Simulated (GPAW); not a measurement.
The system is LiCl.

```
Cl Li
1.0
     0.00000    2.56477    2.56477
     2.56477    0.00000    2.56477
     2.56477    2.56477    0.00000
Cl Li
1 1
Direct
  0.50000 0.50000 0.50000
  0.00000 0.00000 0.00000
```

- Program: GPAW 26.7.0
- Task: relaxation of cell and atoms
- Functional: PBEsol
- Potentials or basis: PAW data sets generated in the run's folder for this functional
- Cutoff: 800 eV
- Basis: pw
- k mesh: 9 × 9 × 9
- Occupations: fermi-dirac, width 0.05 eV
- Spin: no spin polarisation

At the start: pressure -1.2 GPa; volume 16.87 Å³/atom.

Problem. Where does the relaxation end?

Solution. Over 3 steps the energy falls by 2.1 meV/atom and the volume is 16.25 Å³/atom (-3.7 %); space group Fm-3m (No. 225, to 0.05 Å).

Step by step:
```tsv
step	energy change (eV)	largest force (eV/Å)	pressure (GPa)	volume (Å³)
1	0.0000	0.0000	-1.17	33.74
2	-0.0006	0.0000	-1.09	33.65
3	-0.0043	0.0000	0.05	32.50
```

Final structure:
```
CELL_PARAMETERS angstrom
0.00000 2.53287 2.53287
2.53287 0.00000 2.53287
2.53287 2.53287 0.00000
ATOMIC_POSITIONS crystal
Cl 0.50000 0.50000 0.50000
Li 0.00000 0.00000 0.00000
```

Caveat: later steps reuse the first step's grids.
